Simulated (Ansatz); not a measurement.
InCuS$_{2}$ (chalcopyrite)

```xyz
8
Lattice="-2.7416 2.7416 5.5219 2.7416 -2.7416 5.5219 2.7416 2.7416 -5.5219" Properties=species:S:1:pos:R:3 pbc="T T T"
Cu     0.0000     2.7416     2.7609
Cu     0.0000     0.0000     0.0000
In     2.7416     0.0000     2.7609
In     0.0000     0.0000     5.5219
S      1.3708     1.1903    -1.3805
S      1.3708     1.5513     4.1414
S      1.5513    -1.3708     6.9024
S      1.1903     4.1124     1.3805
```

This relaxed cell (volume V₀) is scaled evenly in all directions, its shape held. The atoms relax within the cell's symmetry.

These are PBEsol (plane waves to 420 eV, PAW, scalar-relativistic; Ansatz, an electronic-structure program) values and carry that method's errors. k mesh 9×9×9 (Γ-centred), Fermi-Dirac smearing 0.05 eV. E stands for the smeared free energy. Stress and pressure are positive under compression. With the shape held, the modulus is that of even scaling; a crystal free to change shape is softer. At this level the bands of InCuS2 touch or barely overlap; measurements give the solid a gap. InCuS2 is run without spin polarisation. InCuS2 was relaxed with its symmetry unable to fall. The zero of ΔE is the relaxed starting cell. The last digit holds for this mesh only.

| V (Å³/atom) | ΔE (meV/atom) |
|---|---|
| 17.432 | 176.9 |
| 18.096 | 105.3 |
| 18.760 | withheld |
| 19.424 | 22.9 |
| 20.088 | 5.4 |
| 20.753 | 0.0 |
| 21.417 | 4.8 |
| 22.081 | 17.9 |
| 22.745 | 38.1 |
| 23.409 | 63.9 |
| 24.073 | 94.4 |

### Question
Fit a third-order Birch-Murnaghan form (E₀, V₀, B₀, B₀′ free) to the given rows and predict ΔE at V = 18.760.

### Answer
Least squares on the 10 given rows: ΔE = E₀ + (9V₀B₀/16)·y²·[2 + (B₀′ − 4)y], y = (V₀/V)^(2/3) − 1, with V₀ = 20.751 Å³/atom, B₀ = 75.98 GPa (160.2 GPa = 1 eV/Å³; the term in eV is multiplied by 1000), B₀′ = 4.85, E₀ = 0.03 meV/atom; root-mean-square residual 0.04 meV/atom. At 18.760 the fit gives 55.2 meV/atom; the calculation gives 55.2 meV/atom, the same to the digits shown. For the pressure the fit gives 9.8 GPa against the computed 9.8 GPa.

(Under strain, the slope of the energy per volume gives the stress and its curvature an elastic modulus.)
